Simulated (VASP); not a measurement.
Ag: band structure with PBE0

Crystal: Ag.

```
Ag
1.0
     0.00000    2.04275    2.04275
     2.04275    0.00000    2.04275
     2.04275    2.04275    0.00000
Ag
1
Direct
  0.00000 0.00000 0.00000
```

| Quantity | Value |
| --- | --- |
| Program | VASP 6.6.1 |
| Task | band structure |
| Functional | PBE0 |
| Potentials or basis | VASP PAW PBE potentials, release 64 (Ag) |
| Cutoff | 520 eV |
| k mesh | 6 × 6 × 6 |
| Occupations | fermi-dirac, width 0.05 eV |
| Spin | no spin polarisation |
| Grid for exact exchange (PRECFOCK) | Normal |
| Exchange at q = 0 | default |
| Further INCAR settings | ALGO = Normal; EDIFF = 1e-06 |

* Pressure: 4.5 GPa

Levels at the corners of the path, in eV from the Fermi level:
| point | band 2 | band 3 | band 4 | band 5 | band 6 | band 7 | band 8 | band 9 |
| --- | --- | --- | --- | --- | --- | --- | --- | --- |
| Γ | -6.18 | -6.18 | -6.18 | -5.10 | -5.10 | 17.75 | 21.53 | 21.53 |
| X | -7.77 | -4.26 | -3.92 | -3.92 | 2.66 | 8.32 | 12.39 | 12.39 |
| X | -7.77 | -4.26 | -3.92 | -3.92 | 2.66 | 8.32 | 12.39 | 12.39 |
| W | -6.07 | -6.07 | -4.71 | -3.59 | 7.36 | 7.36 | 8.77 | 9.61 |
| W | -6.07 | -6.07 | -4.71 | -3.59 | 7.36 | 7.36 | 8.77 | 9.61 |
| K | -6.74 | -5.08 | -4.61 | -4.02 | 5.54 | 6.67 | 8.70 | 14.59 |
| K | -6.74 | -5.08 | -4.61 | -4.02 | 5.54 | 6.67 | 8.70 | 14.59 |
| Γ | -6.18 | -6.18 | -6.18 | -5.10 | -5.10 | 17.75 | 21.53 | 21.53 |
| Γ | -6.18 | -6.18 | -6.18 | -5.10 | -5.10 | 17.75 | 21.53 | 21.53 |
| L | -6.21 | -6.21 | -4.18 | -4.18 | -0.36 | 4.90 | 16.91 | 19.92 |
| L | -6.21 | -6.21 | -4.18 | -4.18 | -0.36 | 4.90 | 16.91 | 19.92 |
| U | -6.74 | -5.08 | -4.61 | -4.02 | 5.54 | 6.67 | 8.70 | 14.59 |
| U | -6.74 | -5.08 | -4.61 | -4.02 | 5.54 | 6.67 | 8.70 | 14.59 |
| W | -6.07 | -6.07 | -4.71 | -3.59 | 7.36 | 7.36 | 8.77 | 9.61 |
| W | -6.07 | -6.07 | -4.71 | -3.59 | 7.36 | 7.36 | 8.77 | 9.61 |
| L | -6.21 | -6.21 | -4.18 | -4.18 | -0.36 | 4.90 | 16.91 | 19.92 |
| L | -6.21 | -6.21 | -4.18 | -4.18 | -0.36 | 4.90 | 16.91 | 19.92 |
| K | -6.74 | -5.08 | -4.61 | -4.02 | 5.54 | 6.67 | 8.70 | 14.59 |
| U | -6.74 | -5.08 | -4.61 | -4.02 | 5.54 | 6.67 | 8.70 | 14.59 |
| X | -7.77 | -4.26 | -3.92 | -3.92 | 2.66 | 8.32 | 12.39 | 12.39 |

Wall time 55 min on 1 thread of Intel(R) Xeon(R) Platinum 8259CL CPU @ 2.50GHz (Skylake/Cascade Lake), on a shared host, peak memory 0.17 GiB.

Caveat: the k mesh is coarse (spacing up to 0.44 Å⁻¹), so the values aren't converged, least of all with exact exchange; an unscreened hybrid on a path of extra k points without a Coulomb cutoff has errors near the mesh points, so the bands along the path aren't reliable; the PAW data sets were made with another functional, which shifts forces and pressure a little.
